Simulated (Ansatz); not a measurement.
Set up this calculation in Ansatz 0.2.0, as the native input.

- Task: elastic constants
- Functional: PBE
- Potentials or basis: Ansatz PAW
- Cutoff: 420 eV (not typed: the program's choice for these potentials)
- k mesh: 9 × 9 × 5
- Occupations: fixed
- Spin: no spin polarisation
- Atoms under strain: relaxed

BN:

```
CELL_PARAMETERS angstrom
2.55394 0.00000 0.00000
-1.27697 2.21178 0.00000
0.00000 0.00000 4.22685
ATOMIC_POSITIONS crystal
N 0.33333 0.66667 0.12528
N 0.66667 0.33333 0.62528
B 0.33333 0.66667 0.49972
B 0.66667 0.33333 0.99972
```

Measurements of this composition are mostly on another form, of space group No. 194.

These files were run (other wordings do the same):

input.yaml

```yaml
crystal:
  lattice:
    - [2.5539396017, 0.0, 0.0]
    - [-1.2769698009, 2.2117765748, 0.0]
    - [0.0, 0.0, 4.226855]
  atoms:
    - { symbol: "N", position: [0.3333333333, 0.6666666667, 0.125276] }
    - { symbol: "N", position: [0.6666666667, 0.3333333333, 0.625276] }
    - { symbol: B, position: [0.3333333333, 0.6666666667, 0.499724] }
    - { symbol: B, position: [0.6666666667, 0.3333333333, 0.999724] }
hamiltonian:
  xc: pbe
  pseudopotentials: { kind: paw }
kpoints:
  mp_grid: { grid: [9, 9, 5] }
scf:
  occupations: { method: fixed }
output:
  forces: true
  stress: true
elastic:
  mode: relaxed_ion
  stencil: two_point
```

Potentials or basis: Ansatz PAW.

Run with:

```sh
$ ansatz run input.yaml --threads 2 --pin off --max-ram 5632MiB --backend cpu --events-out ev --progress --plain --runs-dir out
```

It gave:

```json
{"Pressure": "0.0 GPa", "Band gap on the k mesh": "5.23 eV, indirect (least direct gap 8.24 eV)", "Voigt bulk modulus": "371 GPa"}
```

Caveat: odd divisions of the mesh miss points on the zone boundary, where band edges often lie, so the gap on the mesh can be too wide; the pressure holds a Pulay correction of +1.1 GPa for the finite cutoff.

Run time: 89 s on 2 threads of Intel(R) Xeon(R) Processor @ 2.50GHz (Skylake/Cascade Lake) (shared host), peak memory 0.37 GiB.
